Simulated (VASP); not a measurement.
Runs of VASP 6.6.1 on Cs. It takes space group I4/mmm (No. 139, tetragonal). The conventional cell has a = 5.500 Å, b = 5.500 Å, c = 8.194 Å, α = 90.00°, β = 90.00°, γ = 90.00°. This isn't the form of Cs at room conditions, which is bcc.

```csv
task,potentials or basis,cell,k mesh,cutoff (eV),mesh quality,gap on the mesh (eV),pressure (GPa)
single point,"VASP PAW PBE potentials, release 64 (Cs_sv)","I4/mmm, 123.95 Å³/atom",6 × 6 × 6,520,not flagged,none,(a)
relaxation of cell and atoms,"VASP PAW PBE potentials, release 64 (Cs_sv)",relaxed,12 × 12 × 12,600,not flagged,none,0.0
single point,"VASP PAW PBE potentials, release 64 (Cs_sv)","I4/mmm, 116.82 Å³/atom",12 × 12 × 12,520,not flagged,none,0.0
single point,"VASP PAW PBE potentials, release 64 (Cs_sv)",strained and moved within a subgroup,12 × 12 × 12,520,not flagged,none,-0.2
single point,"VASP PAW PBE potentials, release 64 (Li_sv)","Cs replaced by Li, lengths x 0.715, strained and moved within the space group",6 × 6 × 6,520,coarse,none,-
```

Alike in all rows: level PBE; no spin polarisation; smearing gaussian 0.1 eV.

Fill in the values left out.

(a) -0.1.

Caveats: some runs use coarse meshes; the cutoff is under 1.25 times the usual one of these potentials, so pressure, stress and relaxed cells hold a basis-set (Pulay) error (some runs).

A k mesh can miss the band edges, and the runs leave out spin-orbit coupling on Cs.

A gap of «none» marks a metal or a gap under the smearing width.

The runs don't all hold the same shells in valence.
